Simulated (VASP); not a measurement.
The system is GaP.

```
Ga P
1.0
     0.00000    2.71842    2.71842
     2.71842    0.00000    2.71842
     2.71842    2.71842    0.00000
Ga P
1 1
Cartesian
  0.0000 0.0000 0.0000
  1.3592 1.3592 1.3592
```

Program: VASP 6.6.1. Alike in all runs: task band structure; no spin polarisation; cell as given; k mesh 8 × 8 × 8; cutoff (eV) 520; smearing gaussian 0.03 eV.

Problem. Order these runs on this cell by their band gap on the k mesh, lowest first.
A. level r2SCAN; potentials or basis VASP PAW PBE potentials, release 64 (Ga_d, P)
B. level LDA; potentials or basis VASP PAW LDA potentials, release 64 (Ga_d, P)
C. level TB-mBJ; potentials or basis VASP PAW PBE potentials, release 64 (Ga_d, P)

Solution. B (1.48 eV), A (1.89 eV), C (2.41 eV).

A k mesh can miss the band edges.

Runs at the PBE level aren't shown here.
